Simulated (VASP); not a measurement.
Write the native input for VASP 6.6.1 that does the following.

- Task: single point
- Functional: PBE
- Potentials or basis: VASP PAW PBE potentials, release 64 (Co, Si)
- Cutoff: 520 eV
- k mesh: 10 × 10 × 10
- Occupations: fermi-dirac, width 0.05 eV
- Spin: collinear spin, ferromagnetic start
- Starting moments: [2.0, 0.0] μB
- Further INCAR settings: ALGO = Normal; EDIFF = 1e-07; NBANDS = 18

The structure of CoSi lies in POSCAR:

```
CoSi
1.0
    2.7813340000      0.0000000000      0.0000000000
    0.0000000000      2.7813340000      0.0000000000
    0.0000000000      0.0000000000      2.7813340000
Co Si
1 1
Direct
    0.0000000000      0.0000000000      0.0000000000
    0.5000000000      0.5000000000      0.5000000000
```

Measurements of this composition are mostly on another form, of space group No. 198.

These files were run (other wordings do the same):

INCAR

```
PREC = Accurate ; ENCUT = 520
EDIFF = 1E-7 ; ISMEAR = -1
SIGMA = 0.05 ; LREAL = False
LASPH = True ; NELM = 150
ALGO = Normal ; ISIF = 2
LWAVE = False ; LCHARG = False
ISPIN = 2 ; MAGMOM = 2 0
LORBIT = 11 ; LMAXMIX = 4
GGA = PE ; NBANDS = 18
```

KPOINTS

```
regular mesh
0
Gamma
  10 10 10
```

Potentials or basis: VASP PAW PBE potentials, release 64 (Co, Si).

The run is started by

```sh
$ cat potpaw_PBE.64/Co/POTCAR potpaw_PBE.64/Si/POTCAR > POTCAR
$ mpirun -np 1 vasp_std > vasp.out
```

Results of the run:

The pressure is 0.6 GPa and the band gap on the k mesh is none (metal or under the smearing width). The net moment is 0.54 μB per cell, the site moments are Co +0.54; Si +0.01 μB and the valence electrons inside the program's atomic spheres are Co 8.61; Si 1.57.

Run time: 41 s on 1 thread of Intel(R) Xeon(R) Platinum 8488C (Sapphire Rapids), on a shared host, peak memory 0.17 GiB.
